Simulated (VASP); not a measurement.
# MnO2: equation of state with PBE+D3

MnO2:

```
Mn O
1.0
     2.85658    0.00000    0.00000
    -1.42829    2.47387    0.00000
     0.00000    0.00000    4.60137
Mn O
1 2
Direct
  0.00000 0.00000 0.50000
  0.33333 0.66667 0.70629
  0.66667 0.33333 0.29371
```

Measurements of this composition are mostly on another form, of space group No. 136.

```yaml
Program: VASP 6.6.1
Task: equation of state
Functional: PBE
Dispersion: D3
Potentials_or_basis: VASP PAW PBE potentials, release 54 (Mn_pv, O)
Cutoff: 520 eV
k_mesh: 11 × 11 × 6
Occupations: fermi-dirac, width 0.05 eV
Spin: collinear spin, ferromagnetic start
Starting_moments: "[4.0, 0.0, 0.0] μB"
Further_INCAR_settings: ALGO = Normal; EDIFF = 1.00e-06
```

- Equilibrium volume: 11.08 Å³/atom
- Bulk modulus at fixed shape and positions: 189 GPa
- Pressure derivative of the bulk modulus: 4.6

Energy against volume, from the lowest point:
```tsv
volume (Å³/atom)	energy (meV/atom)
10.189	49.64
10.405	27.39
10.622	12.18
10.839	3.26
11.056	0.00
11.273	1.81
11.489	8.15
```

It took 11 min on 1 thread of Intel(R) Xeon(R) Platinum 8488C (Sapphire Rapids) (shared host), peak memory 0.23 GiB.

Caveat: the cell was scaled at fixed shape and fractional positions, which overstates the stiffness of a crystal with free parameters, most of all of layers and chains.
